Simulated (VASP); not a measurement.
Pb:

```
Pb
1.0
    -1.74000   -3.01377    0.00000
    -1.74000    3.01377    0.00000
     0.00000    0.00000   -5.59000
Pb
2
Direct
  0.33333 0.66667 0.25000
  0.66667 0.33333 0.75000
```

This isn't the form of Pb at room conditions, which is fcc.

| Quantity | Value |
| --- | --- |
| Program | VASP 6.6.1 |
| Task | relaxation of cell and atoms |
| Functional | PBEsol |
| Potentials or basis | VASP PAW PBE potentials, release 64 (Pb_d) |
| Cutoff | 600 eV |
| k mesh | 15 × 15 × 8 |
| Occupations | gaussian, width 0.1 eV |
| Spin | no spin polarisation |

At the start: pressure 1.1 GPa; volume 29.31 Å³/atom.

Question: Where does the relaxation end?

Answer: Over 5 steps the energy falls by 5.0 meV/atom and the volume is 29.89 Å³/atom (+2.0 %); space group P6_3/mmc (No. 194, to 0.05 Å).

Step by step:
```csv
step,energy change (eV),largest force (eV/Å),pressure (GPa),volume (Å³)
1,0.0000,0.0000,1.12,58.63
2,-0.0082,0.0000,-0.48,60.37
3,-0.0083,0.0000,-0.29,60.15
4,-0.0098,0.0000,-0.08,59.88
5,-0.0099,0.0000,-0.01,59.79
```

Final structure:
```
CELL_PARAMETERS angstrom
-1.73597 -3.00680 0.00000
-1.73597 3.00680 0.00000
0.00000 0.00000 -5.72688
ATOMIC_POSITIONS crystal
Pb 0.33333 0.66667 0.25000
Pb 0.66667 0.33333 0.75000
```

Caveat: the PAW data sets were made with another functional, which shifts forces and pressure a little.
